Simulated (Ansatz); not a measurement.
Computed with Ansatz, DFT PBE, scalar-relativistic, plane waves, PAW. Settings: cutoff 420 eV, Γ-centred meshes spaced at most about 0.3 Å⁻¹, and about 0.25 Å⁻¹ or finer for metals (2π included), Gaussian smearing. No spin polarisation.

All energies are static (0 K, no zero-point motion).

Problem. Which of these relaxed structures of AsPt4 is the lowest in energy?
A.

```
CELL_PARAMETERS angstrom
0.00000 4.51340 4.51340
4.51340 0.00000 4.51340
4.51340 4.51340 0.00000
ATOMIC_POSITIONS crystal
As 0.00000 0.00000 0.00000
Pt 0.14755 0.14755 0.14755
Pt 0.55735 0.14755 0.14755
Pt 0.14755 0.14755 0.55735
Pt 0.14755 0.55735 0.14755
```

B.

```
CELL_PARAMETERS angstrom
-2.41478 2.41478 3.78783
2.41478 -2.41478 3.78783
2.41478 2.41478 -3.78783
ATOMIC_POSITIONS crystal
As 0.00000 0.00000 0.00000
Pt 0.31927 0.31927 0.00000
Pt 0.68073 0.68073 0.00000
Pt 0.50000 0.00000 0.50000
Pt 0.00000 0.50000 0.50000
```

Solution. B. The other, A, lies 0.72 eV/atom higher. Forms: B I4/mmm; A F-43m. Counting Pt atoms around As (those within 1.25 times the shortest such distance or 1.15 times the sum of covalent radii): B has As 6; A has As 4. Both come from invented guesses. The lowest form computed isn't among them: it has space group Im-3m (No. 229), 18.2 Å³/atom and lies 41 meV/atom below the best shown. Even the lowest of the cells shown lies +0.15 eV/atom against the elements.

These runs have no spin–orbit coupling, which can matter for Pt. Cells relaxed within their symmetry can be saddle points. Some structure types and database cells were kept out of the candidates from the start, so a known form may be missing.
